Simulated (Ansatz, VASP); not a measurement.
# BaTe in VASP and in Ansatz

```
Ba Te
1.0
     0.00000    3.49070    3.53239
     3.49070    0.00000    3.53239
     3.49070    3.49070    0.00000
Ba Te
1 1
Direct
  0.00000 0.00000 0.00000
  0.50000 0.50000 0.50000
```

Change from the starting cell: biaxial_xy strain -1.2%.

Alike in both runs: task single point; functional PBE; k mesh 6 × 6 × 6; occupations fermi-dirac, width 0.02 eV; no spin polarisation.

|  | VASP | Ansatz |
| --- | --- | --- |
| version | VASP 6.6.1 | Ansatz 0.2.0 |
| potentials or method | VASP PAW PBE potentials, release 64 (Ba_sv, Te) | plane waves, PAW |
| plane-wave cutoff (eV) | 520 | 420 |
| valence electrons in the cell | 16 | 26 |

Ansatz gave:

```
gap on the k mesh at the Fermi level (eV)       : 1.60
pressure (GPa)                                  : 0.7
largest component of the traceless stress (GPa) : 0.50
```

Question: What did VASP give for the same quantities?

Answer: gap on the k mesh at the Fermi level (eV): 1.52; pressure (GPa): 1.1; largest component of the traceless stress (GPa): 0.53.

The two sets of potentials don't hold the same shells in valence.

Caveats: spin-orbit coupling is left out, which moves the levels of the heavy elements. A k mesh can miss the band edges.
